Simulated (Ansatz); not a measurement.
## Random displacements in SnSe

These are results of DFT LDA, scalar-relativistic, plane waves, PAW (Ansatz 0.2.0), not measurements. The runs took a 350 eV cutoff, a Γ-centred 6×6×6 mesh and Gaussian smearing (0.05 eV). The cutoff lies under the one recommended for these potentials. No spin polarisation. Energies are free energies at this smearing, counted from the undisturbed cell; pressure is positive in compression.

The undisturbed cell (as given, not relaxed at this level; this rock-salt form isn't the usual structure):

```
Sn Se
1.0
     6.02000    0.00000    0.00000
     0.00000   -6.02000    0.00000
     0.00000    0.00000   -6.02000
Sn Se
4 4
Direct
  0.00000 0.50000 0.50000
  0.50000 0.00000 0.50000
  0.50000 0.50000 0.00000
  0.00000 0.00000 0.00000
  0.50000 0.00000 0.00000
  0.00000 0.50000 0.00000
  0.00000 0.00000 0.50000
  0.50000 0.50000 0.50000
```

The atoms are displaced (Å, in the unstrained cell):

```
atom ux uy uz
 Sn1  -0.014   0.001  -0.038
 Sn2   0.035  -0.009  -0.035
 Sn3  -0.064   0.009   0.032
 Sn4   0.083  -0.048   0.057
 Se5  -0.047   0.070  -0.033
 Se6   0.072  -0.013   0.032
 Se7  -0.117  -0.022  -0.072
 Se8   0.051   0.012   0.058
```

Strain (Voigt, engineering shear): (-0.0237, 0.0036, -0.0002, 0.0853, -0.0715, 0.1177).

Q: What are the energy change, the stress and the forces?

A: ΔE = 32.4 meV/atom; stress (xx, yy, zz, yz, xz, xy; compression positive) (0.29, -3.41, -3.06, -1.01, 1.10, -1.63) GPa.
| atom | Fx (eV/Å) | Fy | Fz |
| --- | --- | --- | --- |
| Sn1 | 0.01 | 0.06 | 0.06 |
| Sn2 | -0.06 | -0.04 | 0.01 |
| Sn3 | 0.12 | -0.03 | -0.04 |
| Sn4 | -0.19 | 0.03 | -0.11 |
| Se5 | 0.05 | -0.21 | 0.04 |
| Se6 | -0.10 | 0.22 | 0.03 |
| Se7 | 0.16 | -0.22 | 0.06 |
| Se8 | 0.00 | 0.19 | -0.04 |

Cost: 1 run of about 1.7 core-minutes, on AMD EPYC 7R13 Processor (Zen 3) (shared hosts).